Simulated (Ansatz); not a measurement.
# SiO2: the cost of one run

Program: Ansatz 0.2.0. Level of theory: DFT PBE, scalar-relativistic, plane waves, PAW. These are calculated values, not measurements.

## 1. The structure to begin with

The structure is tetragonal, space group P4_12_12 (No. 92). The conventional cell has a = 4.982 Å, b = 4.982 Å, c = 6.963 Å, α = 90.00°, β = 90.00°, γ = 90.00°. Si (site symmetry 2) has 4 O at 1.60 to 1.61 Å as nearest neighbours. O (site symmetry 1) has 2 Si at 1.60 to 1.61 Å as nearest neighbours.

As a file:

```
CELL_PARAMETERS angstrom
-4.98200 4.98200 6.96300
4.98200 -4.98200 6.96300
4.98200 4.98200 -6.96300
ATOMIC_POSITIONS crystal
Si 0.14949 0.14949 0.29897
Si 0.64948 0.64948 0.29897
Si 0.64948 0.14949 0.79897
Si 0.14949 0.64948 0.79897
Si 0.02448 0.22551 0.00000
Si 0.52448 0.72552 0.00000
Si 0.52448 0.22551 0.50000
Si 0.02448 0.72552 0.50000
Si 0.60052 0.10051 0.20103
Si 0.10051 0.60052 0.20103
Si 0.10051 0.10051 0.70103
Si 0.60052 0.60052 0.70103
Si 0.47552 0.27448 0.00000
Si 0.97552 0.77448 0.00000
Si 0.97552 0.27448 0.50000
Si 0.47552 0.77448 0.50000
O 0.14080 0.20901 0.17168
O 0.64080 0.70901 0.17168
O 0.64080 0.20901 0.67168
O 0.14080 0.70901 0.67168
O 0.08401 0.41233 0.06821
O 0.58401 0.91233 0.06821
O 0.58401 0.41233 0.56821
O 0.08401 0.91233 0.56821
O 0.78733 0.21912 0.32832
O 0.28733 0.71912 0.32832
O 0.28733 0.21912 0.82832
O 0.78733 0.71912 0.82832
O 0.09412 0.26580 0.43179
O 0.59412 0.76580 0.43179
O 0.59412 0.26580 0.93179
O 0.09412 0.76580 0.93179
O 0.48420 0.15588 0.06821
O 0.98420 0.65588 0.06821
O 0.98420 0.15588 0.56821
O 0.48420 0.65588 0.56821
O 0.54099 0.10920 0.32832
O 0.04099 0.60920 0.32832
O 0.04099 0.10920 0.82832
O 0.54099 0.60920 0.82832
O 0.33767 0.16599 0.43179
O 0.83767 0.66599 0.43179
O 0.83767 0.16599 0.93179
O 0.33767 0.66599 0.93179
O 0.53088 0.46267 0.17168
O 0.03088 0.96267 0.17168
O 0.03088 0.46267 0.67168
O 0.53088 0.96267 0.67168
```

The runs take a perfect supercell of 48 atoms; the defect goes to fractional position (0.149, 0.149, 0.299).

## 2. The perfect supercell

input.yaml

```yaml
crystal:
  lattice:
    - [-4.982, 4.982, 6.963]
    - [4.982, -4.982, 6.963]
    - [4.982, 4.982, -6.963]
  atoms:
    - { symbol: Si, position: [0.149485, 0.149485, 0.29897] }
    - { symbol: Si, position: [0.649485, 0.649485, 0.29897] }
    - { symbol: Si, position: [0.649485, 0.149485, 0.79897] }
    - { symbol: Si, position: [0.149485, 0.649485, 0.79897] }
    - { symbol: Si, position: [0.024485, 0.225515, 0.0] }
    - { symbol: Si, position: [0.524485, 0.725515, 0.0] }
    - { symbol: Si, position: [0.524485, 0.225515, 0.5] }
    - { symbol: Si, position: [0.024485, 0.725515, 0.5] }
    - { symbol: Si, position: [0.600515, 0.100515, 0.20103] }
    - { symbol: Si, position: [0.100515, 0.600515, 0.20103] }
    - { symbol: Si, position: [0.100515, 0.100515, 0.70103] }
    - { symbol: Si, position: [0.600515, 0.600515, 0.70103] }
    - { symbol: Si, position: [0.475515, 0.274485, 0.0] }
    - { symbol: Si, position: [0.975515, 0.774485, 0.0] }
    - { symbol: Si, position: [0.975515, 0.274485, 0.5] }
    - { symbol: Si, position: [0.475515, 0.774485, 0.5] }
    - { symbol: O, position: [0.1408, 0.20901, 0.17168] }
    - { symbol: O, position: [0.6408, 0.70901, 0.17168] }
    - { symbol: O, position: [0.6408, 0.20901, 0.67168] }
    - { symbol: O, position: [0.1408, 0.70901, 0.67168] }
    - { symbol: O, position: [0.08401, 0.41233, 0.06821] }
    - { symbol: O, position: [0.58401, 0.91233, 0.06821] }
    - { symbol: O, position: [0.58401, 0.41233, 0.56821] }
    - { symbol: O, position: [0.08401, 0.91233, 0.56821] }
    - { symbol: O, position: [0.78733, 0.21912, 0.32832] }
    - { symbol: O, position: [0.28733, 0.71912, 0.32832] }
    - { symbol: O, position: [0.28733, 0.21912, 0.82832] }
    - { symbol: O, position: [0.78733, 0.71912, 0.82832] }
    - { symbol: O, position: [0.09412, 0.2658, 0.43179] }
    - { symbol: O, position: [0.59412, 0.7658, 0.43179] }
    - { symbol: O, position: [0.59412, 0.2658, 0.93179] }
    - { symbol: O, position: [0.09412, 0.7658, 0.93179] }
    - { symbol: O, position: [0.4842, 0.15588, 0.06821] }
    - { symbol: O, position: [0.9842, 0.65588, 0.06821] }
    - { symbol: O, position: [0.9842, 0.15588, 0.56821] }
    - { symbol: O, position: [0.4842, 0.65588, 0.56821] }
    - { symbol: O, position: [0.54099, 0.1092, 0.32832] }
    - { symbol: O, position: [0.04099, 0.6092, 0.32832] }
    - { symbol: O, position: [0.04099, 0.1092, 0.82832] }
    - { symbol: O, position: [0.54099, 0.6092, 0.82832] }
    - { symbol: O, position: [0.33767, 0.16599, 0.43179] }
    - { symbol: O, position: [0.83767, 0.66599, 0.43179] }
    - { symbol: O, position: [0.83767, 0.16599, 0.93179] }
    - { symbol: O, position: [0.33767, 0.66599, 0.93179] }
    - { symbol: O, position: [0.53088, 0.46267, 0.17168] }
    - { symbol: O, position: [0.03088, 0.96267, 0.17168] }
    - { symbol: O, position: [0.03088, 0.46267, 0.67168] }
    - { symbol: O, position: [0.53088, 0.96267, 0.67168] }
basis:
  ecutwfc: 420
  fft_grid_basis: typed
kpoints:
  mp_grid: { grid: [2, 2, 2] }
hamiltonian:
  xc: pbe
  pseudopotentials: { kind: paw }
scf:
  occupations: { method: gaussian, width: 0.05 }
output:
  forces: true
  stress: false
  eigenvalues: true
  bader: false
  write_density: true
  volumetric_format: npy
```

The run is started by

```sh
ansatz run input.yaml --threads 4 --pin off --max-ram 10240MiB --backend cpu --events-out ev --progress --plain --runs-dir out
```

**Question.** How long does this run take on 4 threads of Intel Xeon Platinum 8259CL at 2.50GHz (Skylake/Cascade Lake), shared host, and how much memory does it need?

About 12 s, with a peak of 2.5 GiB.
